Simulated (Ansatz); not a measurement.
# CeO2 (fluorite): how the settings move a single-point run

Aim: see which settings change the result for CeO2 (fluorite), by how much, and at what cost.

Program: Ansatz 0.2.0. Level of theory: reference: DFT PBE, scalar-relativistic, plane waves, PAW. These are calculated values, not measurements.

1 further run of the same task is left out (it didn't finish).

## (1) The starting structure

The structure is cubic, space group Fm-3m (No. 225). Conventional cell: a = 5.464 Å, b = 5.464 Å, c = 5.464 Å, α = 90.00°, β = 90.00°, γ = 90.00°. Ce (site symmetry m-3m) is surrounded by 8 O at 2.37 Å. Around O (site symmetry -43m) lie 4 Ce at 2.37 Å.

Coordinates:

```xyz
3
Lattice="0.0000 2.7321 2.7321 2.7321 0.0000 2.7321 2.7321 2.7321 0.0000" Properties=species:S:1:pos:R:3 pbc="T T T"
Ce    0.0000    0.0000    0.0000
O     1.3661    1.3661    1.3661
O     4.0982    4.0982    4.0982
```

## (2) The reference run

input.yaml

```yaml
crystal:
  lattice:
    - [0.0, 2.7321286902, 2.7321286902]
    - [2.7321286902, 0.0, 2.7321286902]
    - [2.7321286902, 2.7321286902, 0.0]
  atoms:
    - { symbol: Ce, position: [0.0, 0.0, 0.0] }
    - { symbol: O, position: [0.25, 0.25, 0.25] }
    - { symbol: O, position: [0.75, 0.75, 0.75] }
basis:
  ecutwfc: 420
  ecutrho_ratio: 4
kpoints:
  mp_grid: { grid: [12, 12, 12] }
hamiltonian:
  xc: pbe
scf:
  occupations: { method: gaussian, width: 0.05 }
output:
  forces: true
  stress: true
  eigenvalues: true
```

Run with:

```
$ ansatz run input.yaml --threads 2 --pin off --max-ram 2662MiB --backend cpu --events-out ev --progress --plain --runs-dir out
```

## (3) Variant: hubbard.sites [{species: Ce, l: f, u_eff: 6.0}], hubbard.double_counting amf

Edit input.yaml of step 2 so:

```diff
@@ -16,2 +16,3 @@
   xc: pbe
+  hubbard: { sites: [{ species: Ce, l: f, u_eff: 6.0 }], double_counting: amf }
 scf:
@@ -21,2 +22 @@
   stress: true
-  eigenvalues: true
```

## (4) Variant: dr2_threshold 1.0e-08

Edit input.yaml of step 2 so:

```diff
@@ -18,2 +18,3 @@
   occupations: { method: gaussian, width: 0.05 }
+  convergence: { dr2_threshold: 1.0e-08 }
 output:
@@ -21,2 +22 @@
   stress: true
-  eigenvalues: true
```

## (5) Changed: mp_grid.grid [10, 10, 10]

Edit input.yaml of step 2 so:

```diff
@@ -13,3 +13,3 @@
 kpoints:
-  mp_grid: { grid: [12, 12, 12] }
+  mp_grid: { grid: [10, 10, 10] }
 hamiltonian:
@@ -21,2 +21,5 @@
   stress: true
-  eigenvalues: true
+  write_density: true
+  write_potential: true
+  elf: true
+  volumetric_format: npy
```

## (6) Variant: occupations.method tetrahedron, mixing.algorithm broyden, mixing.beta 0.2, width left out

Edit input.yaml of step 2 so:

```diff
@@ -17,3 +17,4 @@
 scf:
-  occupations: { method: gaussian, width: 0.05 }
+  occupations: { method: tetrahedron }
+  mixing: { algorithm: broyden, beta: 0.2 }
 output:
@@ -21,2 +22,5 @@
   stress: true
-  eigenvalues: true
+  write_density: true
+  write_potential: true
+  elf: true
+  volumetric_format: npy
```

**Question.** What will these runs give? Wanted: for each run, ending; energy change; pressure; gap; force.

**Answer**, as computed:

| run | ending | energy change | pressure (GPa) | gap (eV) | force (eV/Å) | cycles | time |
| --- | --- | --- | --- | --- | --- | --- | --- |
| reference | converged | 0 | 0.0 | 1.90 | 0.00 | 7 | 0.98 s |
| 1: hubbard.sites [{species: Ce, l: f, u_eff: 6.0}], hubbard.double_counting amf | converged | -24.9 meV/atom (U changed: no physical gain or loss) | 0.5 | 1.87 | 0.00 | 21 | 3.7 s |
| 2: dr2_threshold 1.0e-08 | converged | 0.0 meV/atom | 0.0 | 1.90 | 0.00 | 8 | 0.86 s |
| 3: mp_grid.grid [10, 10, 10] | converged | 0.0 meV/atom | 0.0 | 1.92 | 0.00 | 7 | 0.81 s |
| 4: occupations.method tetrahedron, mixing.algorithm broyden, mixing.beta 0.2, width left out | converged | 0.0 meV/atom (σ→0) | 0.0 | 1.90 | 0.00 | 17 | 1.5 s |

Times don't compare one to one where runs were asked for different outputs or read a saved state (see the inputs); cycles may leave out searches for a lower state.

Residual by cycle in the longest SCF loop of each run; runs are numbered as in the table. The quantity is the density residual dr2, in eV.

| cycle | reference | run 1 | run 2 | run 3 | run 4 |
| --- | --- | --- | --- | --- | --- |
| 1 | 0.00563 | 9.89 | 0.00563 | 0.0056 | 9.88 |
| 3 | 0.0147 | 8.04 | 0.0147 | 0.0148 | 0.89 |
| 4 | 0.00219 | 5.29 | 0.00219 | 0.00228 | 1.53 |
| 6 | 2.1e-7 | 2.97 | 2.1e-7 | 2.4e-7 | 1.59 |
| 7 | 1.8e-8 | 2.61 | 1.7e-8 | 1.5e-8 | 0.864 |
| 9 | - | 1.87 | - | - | 0.0346 |
| 10 | - | 1.32 | - | - | 0.0157 |
| 12 | - | 0.0733 | - | - | 1.7e-4 |
| 13 | - | 0.00405 | - | - | 3.4e-4 |
| 15 | - | 0.00238 | - | - | 6.0e-6 |
| 16 | - | 8.5e-5 | - | - | 1.7e-7 |
| 18 | - | 1.1e-8 | - | - | - |

Of the converged runs whose energies compare with the reference's, none moves it noticeably. A changed U is a change of model: its shifts are not errors of convergence. The gap of the reference lacks spin-orbit coupling, though the cell holds Ce.
